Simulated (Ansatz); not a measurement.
Theory: DFT PBE, scalar-relativistic, plane waves, PAW in Ansatz 0.2.0. Settings: cutoff 420 eV, Γ-centred meshes spaced at most about 0.3 Å⁻¹, and about 0.25 Å⁻¹ or finer for metals (2π included), Gaussian smearing. No spin polarisation.

Temperature and zero-point effects are left out.

Compare these two cells of Al2Cu3, each relaxed at this level.

A.

```
CELL_PARAMETERS angstrom
2.74355 0.00000 0.00000
-1.37177 2.37598 0.00000
0.00000 0.00000 20.46216
ATOMIC_POSITIONS crystal
Al 0.66667 0.33333 0.69735
Al 0.66667 0.33333 0.89929
Al 0.66667 0.33333 0.10071
Al 0.66667 0.33333 0.30265
Cu 0.33333 0.66667 0.59896
Cu 0.33333 0.66667 0.79897
Cu 0.33333 0.66667 0.00000
Cu 0.33333 0.66667 0.20103
Cu 0.33333 0.66667 0.40104
Cu 0.66667 0.33333 0.50000
```

B.

```
CELL_PARAMETERS angstrom
2.73938 0.00000 0.00000
-1.36969 2.37237 0.00000
0.00000 0.00000 20.91304
ATOMIC_POSITIONS crystal
Al 0.33333 0.66667 0.94399
Al 0.33333 0.66667 0.55601
Al 0.66667 0.33333 0.05601
Al 0.66667 0.33333 0.44399
Cu 0.33333 0.66667 0.75000
Cu 0.33333 0.66667 0.15353
Cu 0.33333 0.66667 0.34647
Cu 0.66667 0.33333 0.84647
Cu 0.66667 0.33333 0.25000
Cu 0.66667 0.33333 0.65353
```

**Question.** Which arrangement of the elements on these sites is preferred, and by what margin?

**Answer.** A is lower, by 97 meV/atom. The two share one framework of sites and differ in which element sits where. A has Al and Cu ordered on hcp sites, space group P-6m2 (No. 187), 13.3 Å³/atom and no gap on its mesh; B has Al and Cu ordered on hcp sites, space group P6_3/mmc (No. 194), 13.6 Å³/atom and no gap. Counting all near atoms (those within 1.25 times the shortest distance at each site), A and B both have Al 12, Cu 12. Both come from invented guesses. The lowest form computed isn't among them: it has Al and Cu ordered on bcc sites, space group R-3m (No. 166), 13.0 Å³/atom and lies 73 meV/atom below the best shown.

Cells relaxed within their symmetry can be saddle points.
